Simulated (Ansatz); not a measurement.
**AlGa3N4: zone-centre modes**

Theory: Ansatz, DFT PBEsol, scalar-relativistic, plane waves, PAW. The runs took a 420 eV cutoff, a Γ-centred 6×8×6 mesh and Gaussian smearing (0.05 eV). No spin polarisation.

Zero of the scan (relaxed at this level; it needn't be the usual structure):

```yaml
crystal:
  lattice:
    - [5.14235, 0.00000, 0.00012]
    - [0.00000, 3.16498, 0.00000]
    - [-0.00359, 0.00000, 5.47849]
  atoms:
    - { symbol: Al, position: [0.00060, 0.50000, 0.66736] }
    - { symbol: Ga, position: [0.49912, 0.50000, 0.33492] }
    - { symbol: Ga, position: [0.49903, 0.00000, 0.83156] }
    - { symbol: Ga, position: [0.99986, 0.00000, 0.16618] }
    - { symbol: N, position: [0.11967, 0.50000, 0.34010] }
    - { symbol: N, position: [0.11765, 0.00000, 0.82638] }
    - { symbol: N, position: [0.62044, 0.00000, 0.16622] }
    - { symbol: N, position: [0.63123, 0.50000, 0.66730] }
```

Harmonic modes by finite displacements of 0.02 Å, without the LO–TO term.

Q: At this geometry, is the structure stable against these modes?

A: Yes: no mode is imaginary beyond 10 cm⁻¹, and only the three translations lie near zero.

Q: List the wavenumbers in cm⁻¹.

A: 0, 0, 0, 137, 151, 156, 192, 240, 255, 310, 393, 402, 547, 554, 556, 556, 574, 593, 618, 639, 648, 680, 689, 697.

Cost: 1 run of about 16 core-minutes, on AMD EPYC 7R43 (Zen 3) (shared hosts).